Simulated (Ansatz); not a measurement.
**MgTe: equation of state with PBE**

MgTe:

```
Te Mg
1.0
     0.00000    3.23200    3.23200
     3.23200    0.00000    3.23200
     3.23200    3.23200    0.00000
Te Mg
1 1
Direct
  0.25000 0.25000 0.25000
  0.00000 0.00000 0.00000
```

The cell comes from a database or a generator and needn't be the stable form of this composition.

```json
{"Program": "Ansatz 0.2.0", "Task": "equation of state", "Functional": "PBE", "Potentials or basis": "all-electron LAPW, scalar-relativistic", "Basis error allowed": "0.0005 eV/atom", "k mesh": "7 × 7 × 7", "Occupations": "fermi-dirac, width 0.05 eV", "Spin": "no spin polarisation"}
```

```
Equilibrium volume                      : 34.47 Å³/atom
Bulk modulus                            : 34 GPa
Pressure derivative of the bulk modulus : 4.1
```

Energy against volume, from the lowest point:
| volume (Å³/atom) | energy (meV/atom) |
| --- | --- |
| 31.735 | 26.50 |
| 32.410 | 14.51 |
| 33.086 | 6.33 |
| 33.761 | 1.61 |
| 34.436 | 0.00 |
| 35.111 | 1.21 |
| 35.787 | 4.97 |

All runs of the series together: 73 s on 1 thread of Arm Neoverse V1, with other jobs on the host.

Spin-orbit coupling is left out, which matters for the levels of Te.
